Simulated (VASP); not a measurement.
A run of VASP 6.6.1 is set up as follows.

The input INCAR:

```
PREC = Accurate
ENCUT = 600
EDIFF = 1E-6
ISMEAR = 0
SIGMA = 0.1
LREAL = F
LASPH = T
NELM = 100
ALGO = Normal
ISIF = 3
LWAVE = F
LCHARG = F
GGA = PE
IVDW = 12
IBRION = 2
NSW = 100
EDIFFG = -0.05
```

Contents of KPOINTS:

```
Automatic mesh
0
Gamma
  9 9 9
```

Contents of POSCAR:

```
C
1.0
    1.2280287114      0.7090027071      3.3470114498
   -1.2280287114      0.7090027071      3.3470114498
    0.0000000000     -1.4180054142      3.3470114498
C
2
Direct
    0.8360000000      0.8360000000      0.8360000000
    0.1640000000      0.1640000000      0.1640000000
```

Potentials or basis: VASP PAW PBE potentials, release 64 (C).

Run with:

```sh
$ cat potpaw_PBE.64/C/POTCAR > POTCAR
$ mpirun -np 1 vasp_std > vasp.out
```

Question: Estimate the space group after relaxing (to 0.05 Å).

Answer: R-3m (No. 166).

Question: What does it give for the relaxed volume?

Answer: 8.79 Å³/atom.

Question: Predict the band gap on the k mesh.

Answer: 0.67 eV, direct.

Stress tensor (GPa, compression positive):
```
-0.01  0.00  0.00
 0.00 -0.01  0.00
 0.00  0.00 -0.55
```

Caveat: an odd mesh through Γ misses points on the zone boundary, where band edges often lie.
